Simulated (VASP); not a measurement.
# C (Fd-3m) in VASP: notebook

One crystal, C, is run at these levels: PBEsol, LDA, PBE, PBE+D3(BJ); tasks: relaxation of cell and atoms.

Everything below comes from runs of VASP 6.6.1. Logs are shortened: lines on timing, memory, paths and dates and some standing lists are left out, and cuts for length are marked.

### 1 Starting point

The structure is cubic, space group Fd-3m (No. 227). The conventional cell has a = 3.567 Å, b = 3.567 Å, c = 3.567 Å, α = 90.00°, β = 90.00°, γ = 90.00°. Around C (site symmetry -43m) lie 4 C at 1.54 Å.

This isn't the form of C at room conditions, which is graphite.

### 2 Relaxation of cell and atoms, PBEsol

Input file INCAR:

```
SYSTEM = C
ALGO     = Normal         ! electronic algorithm
EDIFF    = 1E-7           ! SCF threshold, eV
EDIFFG   = -0.005         ! ionic threshold
ENCUT    = 600            ! plane-wave cutoff, eV
GGA      = PS             ! functional
IBRION   = 2              ! ionic algorithm
ISIF     = 3              ! what is computed and relaxed
ISMEAR   = 0              ! smearing method
LASPH    = .True.         ! aspherical terms in the spheres
LCHARG   = .False.        ! write CHGCAR
LREAL    = .False.        ! projectors in reciprocal space
LWAVE    = .False.        ! write WAVECAR
NELM     = 60             ! most SCF steps
NSW      = 90             ! ionic steps
PREC     = Accurate       ! precision mode
SIGMA    = 0.02           ! smearing width, eV
```

Input file KPOINTS:

```
k-points
0
Gamma
  12 12 12
  0 0 0
```

Input file POSCAR:

```
C
1.0
    0.0000000000      1.7834000000      1.7834000000
    1.7834000000      0.0000000000      1.7834000000
    1.7834000000      1.7834000000      0.0000000000
C
2
Direct
    0.5000000000      0.5000000000      0.5000000000
    0.7500000000      0.7500000000      0.7500000000
```

Potentials or basis: VASP PAW PBE potentials, release 64 (C).

The run is started by

```bash
$ cat potpaw_PBE.64/C/POTCAR > POTCAR
$ mpirun -np 1 vasp_std > vasp.out
```

OUTCAR:

```text
SYSTEM = C
   EDIFF = 1E-7
   EDIFFG = -0.005
   ENCUT = 600
   GGA = PS
   IBRION = 2
   ISIF = 3
   ISMEAR = 0
   LASPH = .True.
   LREAL = .False.
   NELM = 60
   NSW = 90
   PREC = Accurate

 ion  position               nearest neighbor table
   1  0.500  0.500  0.500-   2 1.54   2 1.54   2 1.54   2 1.54
   2  0.750  0.750  0.750-   1 1.54   1 1.54   1 1.54   1 1.54

  LATTYP: Found a face centered cubic cell.
 ALAT       =     3.5668000000

  Lattice vectors:

 A1 = (   0.0000000000,   1.7834000000,   1.7834000000)
 A2 = (   1.7834000000,   0.0000000000,   1.7834000000)
 A3 = (   1.7834000000,   1.7834000000,   0.0000000000)

Analysis of symmetry for initial positions (statically):
=====================================================================
 Subroutine PRICEL returns:
 Original cell was already a primitive cell.

 Routine SETGRP: Setting up the symmetry group for a
 face centered cubic supercell.

 Subroutine GETGRP returns: Found 48 space group operations
 (whereof 24 operations were pure point group operations)
 out of a pool of 48 trial point group operations.

The static configuration has the point symmetry T_d .
 The point group associated with its full space group is O_h .

Analysis of symmetry for dynamics (positions and initial velocities):
=====================================================================
 Subroutine PRICEL returns:
 Original cell was already a primitive cell.

 Routine SETGRP: Setting up the symmetry group for a
 face centered cubic supercell.

 Subroutine GETGRP returns: Found 48 space group operations
 (whereof 24 operations were pure point group operations)
 out of a pool of 48 trial point group operations.

The dynamic configuration has the point symmetry T_d .
 The point group associated with its full space group is O_h .

 Subroutine INISYM returns: Found 48 space group operations
 (whereof 24 operations are pure point group operations),
 and found     1 'primitive' translations

----------------------------------------------------------------------------------------

                                     Primitive cell

  volume of cell :      11.3443

  direct lattice vectors                    reciprocal lattice vectors
     0.000000000  1.783400000  1.783400000    -0.280363351  0.280363351  0.280363351
     1.783400000  0.000000000  1.783400000     0.280363351 -0.280363351  0.280363351
     1.783400000  1.783400000  0.000000000     0.280363351  0.280363351 -0.280363351

  length of vectors
     2.522108467  2.522108467  2.522108467     0.485603568  0.485603568  0.485603568

  position of ions in fractional coordinates (direct lattice)
     0.500000000  0.500000000  0.500000000
     0.750000000  0.750000000  0.750000000

  ion indices of the primitive-cell ions
   primitive index   ion index
                 1           1
                 2           2

----------------------------------------------------------------------------------------

 KPOINTS: k-points

Automatic generation of k-mesh.
 Grid dimensions read from file:
 generate k-points for:   12   12   12

 Generating k-lattice:

  Cartesian coordinates                     Fractional coordinates (reciprocal lattice)
    -0.023363613  0.023363613  0.023363613     0.083333333  0.000000000  0.000000000
     0.023363613 -0.023363613  0.023363613     0.000000000  0.083333333  0.000000000
     0.023363613  0.023363613 -0.023363613     0.000000000  0.000000000  0.083333333

  Length of vectors
     0.040466964  0.040466964  0.040466964

  Shift w.r.t. Gamma in fractional coordinates (k-lattice)
     0.000000000  0.000000000  0.000000000

 Subroutine IBZKPT returns following result:
 ===========================================

 Found     72 irreducible k-points:

 Following reciprocal coordinates:
            Coordinates               Weight
  0.000000  0.000000  0.000000      1.000000
  0.083333  0.000000  0.000000      8.000000
  0.166667  0.000000  0.000000      8.000000
  0.250000  0.000000  0.000000      8.000000
  0.333333  0.000000  0.000000      8.000000
  0.416667  0.000000  0.000000      8.000000
[... 16 lines left out ...]
  0.500000  0.166667  0.000000     24.000000
 -0.416667  0.166667  0.000000     24.000000
 [... further k-points ...]
   k-points           NKPTS =     72   k-points in BZ     NKDIM =     72   number of bands    NBANDS=      8
   number of dos      NEDOS =    301   number of ions     NIONS =      2
   total plane-waves  NPLWV =   8000
   dimension x,y,z NGX =    20 NGY =   20 NGZ =   20
   dimension x,y,z NGXF=    40 NGYF=   40 NGZF=   40
   ions per type =               2
   NGX,Y,Z   is equivalent  to a cutoff of  13.18, 13.18, 13.18 a.u.
   NGXF,Y,Z  is equivalent  to a cutoff of  26.37, 26.37, 26.37 a.u.
 SYSTEM =  C
   PREC   = accura    normal or accurate (medium, high low for compatibility)
   ISTART =      0    job   : 0-new  1-cont  2-samecut
   ICHARG =      2    charge: 1-file 2-atom 10-const
   ISPIN  =      1    spin polarized calculation?
   LNONCOLLINEAR =      F non collinear calculations
   LSORBIT =      F    spin-orbit coupling
   LASPH  =      T    aspherical Exc in radial PAW
   ENCUT  =  600.0 eV  44.10 Ry    6.64 a.u.   5.04  5.04  5.04*2*pi/ulx,y,z
   NELM   =     60;   NELMIN=  2; NELMDL= -5     # of ELM steps
   EDIFF  = 0.1E-06   stopping-criterion for ELM
   LREAL  =      F    real-space projection
   EDIFFG = -.5E-02   stopping-criterion for IOM
   NSW    =     90    number of steps for IOM
   IBRION =      2    ionic relax: 0-MD 1-quasi-New 2-CG
   NFREE  =      1    steps in history (QN), initial steepest desc. (CG)
   ISIF   =      3    stress and relaxation
   ISYM   =      2    0-nonsym 1-usesym 2-fastsym
   POTIM  = 0.5000    time-step for ionic-motion
   TEBEG  =    0.0;   TEEND  =   0.0 temperature during run
   PSTRESS=    0.0 pullay stress
   NELECT =       8.0000    total number of electrons
   NUPDOWN=      -1.0000    fix difference up-down
   EMIN   =  10.00;   EMAX   =-10.00  energy-range for DOS
   EFERMI =   0.00;   METHOD = LEGACY
   ISMEAR =     0;   SIGMA  =   0.02  broadening in eV -4-tet -1-fermi 0-gaus
   EFERMI_NEDOS =   21; number of points for ismear=-14 and -15
   IALGO  =     38    algorithm
   IMIX   =      4    mixing-type and parameters
     AMIX     =   0.40;   BMIX     =  1.00
     AMIX_MAG =   1.60;   BMIX_MAG =  1.00
  volume/ion in A,a.u.               =       5.67        38.28
  Fermi-wavevector in a.u.,A,eV,Ry     =   1.457178  2.753668 28.890189  2.123369
  Thomas-Fermi vector in A             =   2.574010
   LORBIT       =      0    0 simple, 1 ext, 2 COOP (PROOUT), +10 PAW based schemes
   GGA     = PS    functional components
   LHFCALC =     F    Hartree Fock is set to
   AEXX    =    0.0000 exact exchange contribution
   IVDW    =     0    specifies the selected vdW correction
   LEPSILON=     F    determine dielectric tensor
   LRPA    =     F    only Hartree local field effects (RPA)
 conjugate gradient relaxation of ions
 non-spin polarized calculation
 Gauss-broadening in eV      SIGMA  =   0.02
  energy-cutoff  :      600.00
  volume of cell :       11.34
 maximum number of plane-waves:       388
   NGX =  9   NGY =  9   NGZ =  9

--------------------------------------- Ionic step        1  -------------------------------------------

 number of electron       7.9999999 magnetization

 Free energy of the ion-electron system (eV)
  ---------------------------------------------------
  ext. energy  EPLUGINS =         0.00000000
  ---------------------------------------------------
  free energy    TOTEN  =       -19.25323620 eV

  energy without entropy =      -19.25323620  energy(sigma->0) =      -19.25323620

 E-fermi :   9.8704     XC(G=0): -13.4325

 val. band max:        9.7073593529   @ k =   0.0000   0.0000   0.0000
 cond. band min:      13.7430308396   @ k =   0.3333   0.3333   0.0000
 fundamental gap:      4.0356714867
 Fermi energy:         9.8704478737

 k-point     1 :       0.0000    0.0000    0.0000
  band No.  band energies     occupation
      1     -11.8132      2.00000
      2       9.7074      2.00000
      3       9.7074      2.00000
      4       9.7074      2.00000
      5      15.2467      0.00000
      6      15.2467      0.00000
      7      15.2467      0.00000
      8      23.0744      0.00000

 k-point     2 :       0.0833    0.0000    0.0000
  band No.  band energies     occupation
      1     -11.6206      2.00000
      2       8.4724      2.00000
      3       9.3817      2.00000
      4       9.3817      2.00000
      5      15.6725      0.00000
      6      15.6725      0.00000
      7      15.9659      0.00000
      8      23.2289      0.00000
[... 300 lines left out ...]
 POSITION                                       TOTAL-FORCE (eV/Angst)
 -----------------------------------------------------------------------------------
      1.76992      1.76992      1.76992         0.000000      0.000000      0.000000
      2.65488      2.65488      2.65488        -0.000000     -0.000000     -0.000000
 -----------------------------------------------------------------------------------
    total drift:                                0.000000     -0.000000      0.000000

  FREE ENERGIE OF THE ION-ELECTRON SYSTEM (eV)
  ---------------------------------------------------
  free  energy   TOTEN  =       -19.2522500728 eV

  energy  without entropy=      -19.2522500728  energy(sigma->0) =      -19.25225007

--------------------------------------- Ionic step        3  -------------------------------------------

 number of electron       7.9999999 magnetization

 Free energy of the ion-electron system (eV)
  ---------------------------------------------------
  ext. energy  EPLUGINS =         0.00000000
  ---------------------------------------------------
  free energy    TOTEN  =       -19.25481623 eV

  energy without entropy =      -19.25481623  energy(sigma->0) =      -19.25481623

 E-fermi :  10.0435     XC(G=0): -13.4820

 val. band max:        9.8526977531   @ k =   0.0000   0.0000   0.0000
 cond. band min:      13.9115851028   @ k =   0.3333   0.3333   0.0000
 fundamental gap:      4.0588873496
 Fermi energy:        10.0435429905

 k-point     1 :       0.0000    0.0000    0.0000
  band No.  band energies     occupation
      1     -11.8030      2.00000
      2       9.8527      2.00000
      3       9.8527      2.00000
      4       9.8527      2.00000
      5      15.4196      0.00000
      6      15.4196      0.00000
      7      15.4196      0.00000
      8      23.4487      0.00000

 k-point     2 :       0.0833    0.0000    0.0000
  band No.  band energies     occupation
      1     -11.6090      2.00000
      2       8.6078      2.00000
      3       9.5233      2.00000
      4       9.5233      2.00000
      5      15.8501      0.00000
      6      15.8501      0.00000
      7      16.1509      0.00000
      8      23.5953      0.00000
[... 264 lines left out ...]
 POSITION                                       TOTAL-FORCE (eV/Angst)
 -----------------------------------------------------------------------------------
      1.77745      1.77745      1.77745        -0.000000     -0.000000     -0.000000
      2.66618      2.66618      2.66618         0.000000      0.000000      0.000000
 -----------------------------------------------------------------------------------
    total drift:                                0.000000     -0.000000      0.000000

  FREE ENERGIE OF THE ION-ELECTRON SYSTEM (eV)
  ---------------------------------------------------
  free  energy   TOTEN  =       -19.2548162324 eV

  energy  without entropy=      -19.2548162324  energy(sigma->0) =      -19.25481623

 reached required accuracy - stopping structural energy minimisation
```

Wall time 7.4 s (1 thread of Intel Xeon Platinum 8559C (Emerald Rapids), shared host); peak memory 0.11 GiB.

Results:

* Free energy: -19.2548 eV
* Relaxed volume: 5.62 Å³/atom
* Relaxed cell: a = 2.514 Å, b = 2.514 Å, c = 2.514 Å, α = 60.00°, β = 60.00°, γ = 60.00°
* Space group after relaxing (to 0.05 Å): Fd-3m (No. 227)
* Energy gained by relaxing: 0.8 meV/atom
* Ionic steps: 3
* Pressure after relaxing: 0.0 GPa
* Band gap on the k mesh: 4.06 eV, indirect (least direct gap 5.57 eV)

The path:
| step | energy change (eV) | largest force (eV/Å) | pressure (GPa) | volume (Å³) |
| --- | --- | --- | --- | --- |
| 1 | 0.0000 | 0.0000 | -4.43 | 11.34 |
| 2 | 0.0010 | 0.0000 | 5.85 | 11.09 |
| 3 | -0.0016 | 0.0000 | -0.01 | 11.23 |

Final structure:
```
C
1.0
     0.00000    1.77745    1.77745
     1.77745    0.00000    1.77745
     1.77745    1.77745    0.00000
C
2
Cartesian
  1.7775 1.7775 1.7775
  2.6662 2.6662 2.6662
```

Caveat: the PAW data sets were made with another functional, which shifts forces and pressure a little. A k mesh can miss the band edges.

(Continued in part 2 of 2.)
